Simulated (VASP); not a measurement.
Input of a VASP 6.6.1 run:

Contents of INCAR:

```
PREC = Accurate ; ENCUT = 520
EDIFF = 1E-6 ; ISMEAR = 0
SIGMA = 0.15 ; LREAL = False
LASPH = True ; NELM = 100
ALGO = Fast ; ISIF = 2
LWAVE = False ; LCHARG = False
GGA = PE ; NBANDS = 12
```

Contents of KPOINTS:

```
regular mesh
0
Gamma
  20 20 20
```

POSCAR

```
Au
1.0
   -1.6572690000      1.5744055500      1.5744055500
    1.6572690000     -1.7401324500      1.7401324500
    1.6572690000      1.7401324500     -1.7401324500
Au
1
Direct
    0.0000000000      0.0000000000      0.0000000000
```

Potentials or basis: VASP PAW PBE potentials, release 64 (Au).

Command:

```bash
$ cat potpaw_PBE.64/Au/POTCAR > POTCAR
$ mpirun -np 1 vasp_std > vasp.out
```

Question: What does it give for the pressure?

Answer: 0.5 GPa.

Question: Estimate the band gap on the k mesh.

Answer: None (metal or under the smearing width).

Stress tensor (GPa, compression positive):
```
0.82 0.00 0.00
0.00 0.30 5.34
0.00 5.34 0.30
```

The run has no spin-orbit coupling, so splittings on Au are missing.
